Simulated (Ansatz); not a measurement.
## Equation of state of TaS2 from a dense series

```
CELL_PARAMETERS angstrom
3.35000 0.00000 0.00000
-1.67500 2.90119 0.00000
0.00000 0.00000 5.86000
ATOMIC_POSITIONS crystal
Ta 0.00000 0.00000 0.00000
S 0.33333 0.66667 0.25000
S 0.66667 0.33333 0.75000
```

Atoms are numbered in the order listed.

The conventional cell has a = 3.350 Å, b = 3.350 Å, c = 5.860 Å, α = 90.00°, β = 90.00°, γ = 120.00°. Ta (atom 1) is surrounded by 6 S at 2.43 Å. Around S (atom 2) lie 3 Ta at 2.43 Å.

The geometry is COD entry 1537360, unchecked; take it as a test cell. It differs from other determinations.

Spin polarisation is left out, and whether a magnetic state lies lower isn't shown here.

Spin–orbit coupling is left out, though it moves levels of the heavy atoms by tenths of an eV or more.

Method: DFT, LDA, all-electron LAPW, scalar-relativistic in Ansatz 0.2.0.

The runs use a Γ-centred 9×9×5 k mesh, Fermi–Dirac smearing of 0.03 eV, basis error target 1 meV/atom, no spin polarisation.

The cell is scaled evenly. Fractional coordinates are held (clamped ions).

| V (Å³/atom) | P (GPa) |
| --- | --- |
| 17.845 | 11.47 |
| 18.225 | 7.76 |
| 18.605 | 4.42 |
| 18.795 | 2.87 |
| 18.984 | 1.39 |
| 19.174 | -0.01 |
| 19.364 | -1.34 |
| 20.123 | -6.03 |

Fit a third-order Birch–Murnaghan curve to the pressures.

P = (3B0/2)(y^(7/2) − y^(5/2))[1 + (3/4)(B0′ − 4)(y − 1)] with y = (V0/V)^(2/3) fits within 0.01 GPa for V0 = 19.173 Å³/atom, B0 = 137.8 GPa and B0′ = 4.12.

Predict the pressure at the withheld volume, 19.744 Å³/atom.

There y = 0.9806, so the fit gives -3.80 GPa; the run gave -3.81 GPa.
